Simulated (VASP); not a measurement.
Crystal: SiO2.

```
Si O
1.0
     4.18650    0.00000    0.00000
     0.00000    4.18650    0.00000
     0.00000    0.00000    2.66840
Si O
2 4
Direct
  0.00000 0.00000 0.00000
  0.50000 0.50000 0.50000
  0.30590 0.30590 0.00000
  0.19410 0.80590 0.50000
  0.69410 0.69410 0.00000
  0.80590 0.19410 0.50000
```

- Program: VASP 6.6.1
- Task: relaxation of cell and atoms
- Functional: RPBE
- Potentials or basis: VASP PAW PBE potentials, release 64 (Si, O)
- Cutoff: 600 eV
- k mesh: 6 × 6 × 8
- Occupations: gaussian, width 0.02 eV
- Spin: no spin polarisation

At the start: pressure 14.0 GPa; volume 7.79 Å³/atom.

Q: How do energy, volume and symmetry change on relaxing?

A: Over 10 steps the energy falls by 15.7 meV/atom and the volume is 8.18 Å³/atom (+5.0 %); space group P4_2/mnm (No. 136, to 0.05 Å).

The path:
| step | energy change (eV) | largest force (eV/Å) | pressure (GPa) | volume (Å³) |
| --- | --- | --- | --- | --- |
| 1 | 0.0000 | 0.0877 | 14.01 | 46.77 |
| 2 | 0.0388 | 0.5739 | -13.78 | 51.54 |
| 3 | -0.0873 | 0.2411 | 0.05 | 48.85 |
| 4 | -0.0873 | 0.2351 | 0.30 | 48.81 |
| 5 | -0.0935 | 0.0079 | 0.22 | 49.00 |
| 6 | -0.0935 | 0.0409 | 0.21 | 49.02 |
| 7 | -0.0945 | 0.0075 | -0.14 | 49.13 |
| 8 | -0.0945 | 0.0045 | -0.12 | 49.12 |
| 9 | -0.0945 | 0.0044 | 0.12 | 49.09 |
| 10 | -0.0945 | 0.0002 | 0.01 | 49.10 |

Final structure:
```xyz
6
Lattice="4.2650 0.0000 0.0000 0.0000 4.2650 0.0000 0.0000 0.0000 2.6995" Properties=species:S:1:pos:R:3 pbc="T T T"
Si    0.0000    0.0000    0.0000
Si    2.1325    2.1325    1.3497
O     1.3115    1.3115    0.0000
O     0.8210    3.4440    1.3497
O     2.9535    2.9535    0.0000
O     3.4440    0.8210    1.3497
```

Caveat: the PAW data sets were made with another functional, which shifts forces and pressure a little.
